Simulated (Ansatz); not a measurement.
# Thickness series of a NiSi2/ZnS/NiSi2 junction, part 3 of 3

Wanted: T(E), the conductance and its decay constant for NiSi2/ZnS/NiSi2. Both electrodes are NiSi2 fluorite(111) turned by 180 degrees (type B); the barrier is ZnS zinc blende(111) (whole bilayers). In the first transport cell, after relaxation, the nearest pair of electrode and barrier is Si–S at 2.34 Å, along the normal, at the lower face and Si–Zn at 2.49 Å, along the normal, at the upper one. All share a net of side 3.84 Å, which strains the lower electrode by +0.0 % and the barrier by -0.4 %, against typed lattice constants near PBE's. The first steps treat the bulk electrodes alone.

Ansatz 0.2.0; PBE DFT, plane waves, PAW files (the session's first sound run).

So far, transmission at the Fermi level (a spin, zone mean): step 4 (transmission over a wide range of energy) 0.00404; step 5 (conductance, atomic planes in the barrier 4, gap between the electrodes 8.81 Å) 0.0217; step 6 (conductance, 56 atoms) 0.00422. Also channels of the lower lead: step 4 1.16; step 6 1.06.

### Step 9. Conductance on a fine mesh, atomic planes in the barrier 14, gap between the electrodes 24.57 Å

System of this step: NiSi2/ZnS/NiSi2. The cell holds 64 atoms: 34 Si, 16 Ni, 7 S and 7 Zn. Cell: a = 3.840 Å, b = 3.840 Å, c = 89.154 Å, α = 90.0°, β = 90.0°, γ = 120.0°. Regions: left electrode, 25 atoms (17 Si and 8 Ni); barrier, 14 atoms (7 S and 7 Zn); right electrode, 25 atoms (17 Si and 8 Ni). Vacuum lies along c.

Input file input.yaml:

```yaml
crystal:
  lattice:
    - [3.84, 0.0, 0.0]
    - [-1.92, 3.3255375505, 0.0]
    - [0.0, 0.0, 89.1541636362]
  atoms:
    - { symbol: Si, position: [0.0, 0.0, 0.0785156824] }
    - { symbol: Si, position: [0.33333333, 0.66666667, 0.0960327234] }
    - { symbol: Ni, position: [0.0, 0.0, 0.1050117207] }
    - { symbol: Si, position: [0.66666667, 0.33333333, 0.1139907181] }
    - { symbol: Si, position: [0.0, 0.0, 0.131507759] }
    - { symbol: Ni, position: [0.66666667, 0.33333333, 0.1404867564] }
    - { symbol: Si, position: [0.33333333, 0.66666667, 0.1494657537] }
    - { symbol: Si, position: [0.66666667, 0.33333333, 0.1669827946] }
[... 52 atom lines left out ...]
    - { symbol: Si, position: [0.33333333, 0.66666667, 0.8860092819] }
    - { symbol: Ni, position: [0.0, 0.0, 0.8949882793] }
    - { symbol: Si, position: [0.66666667, 0.33333333, 0.9039672766] }
    - { symbol: Si, position: [0.0, 0.0, 0.9214843176] }
kpoints:
  mp_grid: { grid: [8, 8, 1] }
scf:
  occupations: { method: fermi_dirac, width: 0.1 }
  max_iter: 150
hamiltonian:
  xc: pbe
output:
  transmission:
    kmesh: [24, 24]
    e_range: [-0.26, 0.27]
    de: 0.0375
    leads: [[10, 13], [50, 53]]
```

Started as:

```sh
> ansatz run input.yaml --threads 8 --pin off --max-ram 24576MiB --backend cpu --events-out ev --progress --plain --runs-dir out
```

Elapsed: 5.5 min, on 8 threads of Arm Neoverse V2, shared host; peak memory 12 GiB; 38 min of CPU time.

One spin. Table of transmission, zone mean by energy, zero at the Fermi level:

```csv
energy (eV),"transmission, zone mean"
-0.260,6.8e-6
-0.223,7.0e-6
-0.185,7.7e-6
-0.147,8.9e-6
-0.110,1.0e-5
-0.072,1.2e-5
-0.035,1.4e-5
0.003,1.6e-5
0.040,1.9e-5
0.077,2.3e-5
0.115,2.9e-5
0.152,3.8e-5
0.190,5.2e-5
0.228,9.1e-5
0.265,1.6e-4
```

G = 1.0e10 S/m² (1/G = 100 Ω µm²), 0.26 times the step before of this kind. The largest error estimate is 34 %, from the leads' potential steps. In the worse lead the potential repeats within 10 meV, which the program lets pass, though it still puts 34 % of error on the junction's conductance through them.

### Step 10. The series together

Times are for 8 threads of Arm Neoverse V2, shared host. The series side by side:

```csv
no.,gap between the electrodes (Å),junction conductance (S/m²),resistance-area product beyond the leads (Ω um²),time,memory (GiB)
1,8.81,1.44e13,0.06763,3.5 min,9.4
2,11.96,2.80e12,0.3553,4.6 min,9.8
3,15.11,6.71e11,1.488,5 min,11
4,21.42,3.76e10,26.56,5.1 min,12
5,24.57,9.97e9,100.3,5.5 min,12
```

The runs together. The transmission, zone mean by energy, zero at the Fermi level:

```csv
energy (eV),8.81,11.96,15.11,21.42,24.57
-0.260,0.0153,0.00389,6.6e-4,2.8e-5,6.8e-6
-0.223,0.0166,0.00364,6.7e-4,3.1e-5,7.0e-6
-0.185,0.0197,0.00557,8.3e-4,3.5e-5,7.7e-6
-0.147,0.0262,0.00457,8.3e-4,3.9e-5,8.9e-6
-0.110,0.0259,0.00543,0.00106,4.8e-5,1.0e-5
-0.072,0.0271,0.00695,0.00127,4.9e-5,1.2e-5
-0.035,0.0228,0.00501,0.00111,5.5e-5,1.4e-5
0.003,0.0217,0.00422,0.00101,6.0e-5,1.6e-5
0.040,0.0255,0.00450,0.00112,6.8e-5,1.9e-5
0.077,0.0258,0.00508,0.00131,8.2e-5,2.3e-5
0.115,0.0288,0.00537,0.00140,9.8e-5,2.9e-5
0.152,0.0330,0.00619,0.00167,1.2e-4,3.8e-5
0.190,0.0330,0.00689,0.00192,1.6e-4,5.2e-5
0.228,0.0395,0.00944,0.00267,2.6e-4,9.1e-5
0.265,0.0366,0.00893,0.00295,4.0e-4,1.6e-4
```

### Step 11. Fit against thickness

This step: Fit of the logarithm of the conductance against the barrier's thickness, from PBE DFT, plane waves, PAW files (Ansatz 0.2.0).

No new run: the logarithm is fitted against the thickness.

Numbers from this step:

```
decay constant of the conductance : 0.46 Å⁻¹
r.m.s. misfit of ln G             : 0.08
```

From the end points alone, β = ln(1.44e+13 / 9.97e+09) / 15.76 Å = 7.28 / 15.76 Å = 0.46 Å⁻¹.

### Step 12. A repeat with changed settings

This step: PBE DFT, plane waves, PAW files; ballistic transmission by layer matching between semi-infinite leads; changed: hamiltonian.hubbard = {"sites": [{"species": "Si", "l": "f", "u_eff": 30.0}]} (Ansatz 0.2.0).

System of this step: NiSi2/ZnS/NiSi2. The cell holds 54 atoms: 34 Si, 16 Ni, 2 S and 2 Zn. Its edges and angles: a = 3.840 Å, b = 3.840 Å, c = 73.396 Å, α = 90.0°, β = 90.0°, γ = 120.0°. Regions: left electrode, 25 atoms (17 Si and 8 Ni); barrier, 4 atoms (2 S and 2 Zn); right electrode, 25 atoms (17 Si and 8 Ni). Vacuum lies along c.

The setting was drawn as a possible misstep, on purpose. Where the input is shown as a difference, that is against the step before, not the twin.

Input file input.yaml:

```yaml
crystal:
  lattice:
    - [3.84, 0.0, 0.0]
    - [-1.92, 3.3255375505, 0.0]
    - [0.0, 0.0, 73.3964756682]
  atoms:
    - { symbol: Si, position: [0.0, 0.0, 0.0953724268] }
    - { symbol: Si, position: [0.33333333, 0.66666667, 0.1166502486] }
    - { symbol: Ni, position: [0.0, 0.0, 0.1275569712] }
    - { symbol: Si, position: [0.66666667, 0.33333333, 0.1384636938] }
    - { symbol: Si, position: [0.0, 0.0, 0.1597415156] }
    - { symbol: Ni, position: [0.66666667, 0.33333333, 0.1706482382] }
    - { symbol: Si, position: [0.33333333, 0.66666667, 0.1815549608] }
    - { symbol: Si, position: [0.66666667, 0.33333333, 0.2028327827] }
[... 42 atom lines left out ...]
    - { symbol: Si, position: [0.66666667, 0.33333333, 0.8615363062] }
    - { symbol: Ni, position: [0.33333333, 0.66666667, 0.8724430288] }
    - { symbol: Si, position: [0.0, 0.0, 0.8833497514] }
    - { symbol: Si, position: [0.33333333, 0.66666667, 0.9046275732] }
kpoints:
  mp_grid: { grid: [8, 8, 1] }
scf:
  occupations: { method: fermi_dirac, width: 0.1 }
  max_iter: 150
hamiltonian:
  xc: pbe
  hubbard: { sites: [{ species: Si, l: f, u_eff: 30.0 }] }
output:
  transmission:
    kmesh: [24, 24]
    e_range: [-0.26, 0.27]
    de: 0.0375
    leads: [[10, 13], [40, 43]]
```

Elapsed: 0.08 s, on 8 threads; peak memory 0.095 GiB.

The input was rejected at the start.

The program's message: “Error: inconsistent input (hamiltonian.hubbard.sites[].l, hamiltonian.hubbard.sites[].shell): the file of Si doesn't list 4f, and it can't be added: PBE doesn't bind the shell 4f of the free atom, who …”

The change that led to it: hamiltonian.hubbard.

### Step 13. Outcome

- 1/G at 8.81 Å gap: 0.0692 Ω um²
- 1/G at 24.6 Å gap: 100 Ω um²
- decay constant β: 0.46 Å⁻¹

**Reading.** A fit of ln G against d gives β = 0.46 Å⁻¹, and step by step the slopes are 0.52, 0.45, 0.46 and 0.42 Å⁻¹. They differ by more than a fifth, so the fit is an average; how much of this is a real bend and how much error of the runs wasn't traced. At the Fermi level the layers of the barrier in the wide-window run (6 planes) hold from 0.0066 to 0.062 states an eV and atom. The program's largest error estimate on these conductances is 40 %, from the leads' potential steps, in the run that gave 6.7e11 S/m². No spin-orbit coupling, phonons, disorder or image charges enter; the interfaces are ordered, one cell wide and lattice-matched by strain. Semilocal gaps are too small, which can bring a band edge of the barrier nearer to the Fermi level than it is.

[Logs are printed without paths, hosts, clocks, repeated set-up lines and the standing remarks that a program may print on its own settings, such as how far it seeks lower states.]

[Hosts, paths, dates, database ids (printed as entryN), source tags and the programs' standing remarks are cut or masked in the printed files.]
